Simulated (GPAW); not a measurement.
A run of GPAW 26.7.0 is set up as follows.

Contents of run.py:

```python
from ase import Atoms
from ase.filters import FrechetCellFilter
from ase.io import write
from ase.optimize import BFGS
from ase.units import GPa
from gpaw import GPAW, PW, setup_paths

setup_paths.insert(0, '.')

atoms = Atoms(['Fe'],
              cell=[[-1.443, 1.443, 1.443],
                    [1.443, -1.443, 1.443],
                    [1.443, 1.443, -1.443]],
              scaled_positions=[[0.0, 0.0, 0.0]],
              pbc=True)
atoms.set_initial_magnetic_moments([3.0])

calc = GPAW(mode=PW(600),
            xc='PBEsol',
            kpts={'size': (13, 13, 13), 'gamma': True},
            occupations={'name': 'fermi-dirac', 'width': 0.05},
            nbands=12,
            convergence={'density': 1e-05, 'forces': 0.0001},
            maxiter=150,
            txt='gpaw.txt')
atoms.calc = calc
opt = BFGS(FrechetCellFilter(atoms, scalar_pressure=10 * GPa), trajectory='relax.traj', logfile='-')
done = opt.run(fmax=0.02, steps=60)
calc.write('gs.gpw')
write('result.traj', atoms)
print('Converged:', done)
print('Cell:', atoms.cell.cellpar().round(4))
print('Volume:', round(atoms.get_volume(), 4))
print(atoms.get_scaled_positions().round(5))
```

Potentials or basis: PAW data sets generated in the run's folder for this functional, pw.

Command:

```console
$ gpaw-setup -f PBEsol Fe
$ OMP_NUM_THREADS=1 python run.py
```

(1) Estimate the space group after relaxing (to 0.05 Å).

(2) Estimate the site moments.

(3) Predict the relaxed volume.

Results:

(1) Im-3m (No. 229).

(2) Fe +2.03 μB.

(3) 10.51 Å³/atom.

Caveat: each step starts from the last one's moments, so a moment once lost doesn't come back; later steps reuse the first step's grids.
